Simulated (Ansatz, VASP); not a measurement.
# Ta2H5: VASP beside Ansatz

```
Ta H
1.0
    -2.52183    2.52183    2.66810
     2.52183   -2.52183    2.66810
     2.52183    2.52183   -2.66810
Ta H
2 5
Direct
  0.99993 0.49993 0.50000
  0.50007 0.00007 0.50000
  0.18935 0.18935 0.37871
  0.81065 0.81065 0.62129
  0.81065 0.18935 0.00000
  0.18935 0.81065 0.00000
  0.00000 0.00000 0.00000
```

Alike in both runs: functional PBE; k mesh 10 × 10 × 10; occupations gaussian, width 0.1 eV; no spin polarisation.

Ansatz relaxed the structure, and its values are those at the end. VASP's run is a single point on that final structure, the one shown.

|  | VASP | Ansatz |
| --- | --- | --- |
| version | VASP 6.6.1 | Ansatz 0.2.0 |
| potentials or method | VASP PAW PBE potentials, release 64 (Ta_pv, H) | scalar-relativistic, plane waves, PAW |
| plane-wave cutoff (eV) | 520 | 420 |
| valence electrons in the cell | 27 | 31 |

|  | VASP | Ansatz | Ansatz less VASP |
| --- | --- | --- | --- |
| gap on the k mesh at the Fermi level (eV) | none | none | - |
| pressure (GPa) | 0.0 | 0.0 | -0.03 |

A gap of «none» marks a metal or a gap that the smearing closes. With one functional, cell and mesh, what is left measures potentials, basis and numerics. The two sets of potentials don't hold the same shells in valence.

Spin-orbit coupling is left out, which matters for the levels of Ta.
